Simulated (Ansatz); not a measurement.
**ZnTe, pressure series**

Consider ZnTe in the zinc blende structure (space group F-43m, No. 216; a = 6.0657 Å).

Cell and atoms are relaxed at each pressure.

Level of theory: PBEsol (Ansatz, a first-principles code; PAW; 420 eV plane waves; no spin-orbit coupling).

```
pressure (GPa)  volume per atom (Å³/atom)
--------------  -------------------------
-2                                 29.157
-1                                      ?
0                                  27.897
0.9                                27.428
2.1                                26.861
4.5                                25.883
9                                  24.462
15                                 23.048
22.5                               21.732
```

Problem. Fit the third-order Birch–Murnaghan form P(V) = (3B₀/2)[(V₀/V)^(7/3) − (V₀/V)^(5/3)]·[1 + (3/4)(B₀′ − 4)((V₀/V)^(2/3) − 1)] (squares taken in P) to the rows shown and predict the withheld row.

Solution. Least squares on the printed values gives V₀ = 27.902 Å³/atom, B₀ = 50.4 GPa, B₀′ = 4.6; this predicts 28.489 Å³/atom, and the run gives 28.490 Å³/atom, in agreement.

Load acts through the strain it causes; cell and atoms are relaxed under it. Whether these cells are dynamically stable was not tested. Measured, ZnTe leaves this structure (for cinnabar) near 9.5 GPa (temperature not stated; as listed in Datta, Sujoy, Jana, Debnarayan, arXiv (2020)), on rising pressure, with hysteresis.
